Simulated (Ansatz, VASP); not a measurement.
Bi2Te3: VASP beside Ansatz

```xyz
5
Lattice="2.2244 1.2843 10.6629 -2.2244 1.2843 10.6629 0.0000 -2.5685 10.6629" Properties=species:S:1:pos:R:3 pbc="T T T"
Bi    0.0000    0.0000   12.7166
Bi    0.0000    0.0000   19.2722
Te    0.0000    0.0000    0.0000
Te    0.0000    0.0000    6.8899
Te    0.0000    0.0000   25.0988
```

Alike in both runs: functional PBE; k mesh 8 × 8 × 8; occupations gaussian, width 0.02 eV; no spin polarisation.

Ansatz relaxed the structure, and its values are those at the end. VASP's run is a single point on that final structure, the one shown.

```csv
,VASP,Ansatz
version,VASP 6.6.1,Ansatz 0.2.0
potentials or method,"VASP PAW PBE potentials, release 64 (Bi_d, Te)","scalar-relativistic, plane waves, PAW"
plane-wave cutoff (eV),520,420
valence electrons in the cell,48,78
```

Ansatz gave:

* gap on the k mesh at the Fermi level (eV): 0.51
* least direct gap on the mesh (eV): 0.51
* pressure (GPa): 0.0
* rms of the force components (eV/Å): 0.000

Problem. Which values does VASP return?

Solution. gap on the k mesh at the Fermi level (eV): 0.50; least direct gap on the mesh (eV): 0.50; pressure (GPa): 0.0; rms of the force components (eV/Å): 0.004.

The two sets of potentials don't hold the same shells in valence.

Caveats: spin-orbit coupling is left out, which as a rule narrows the gap of such compounds by several tenths of an eV. A k mesh can miss the band edges.
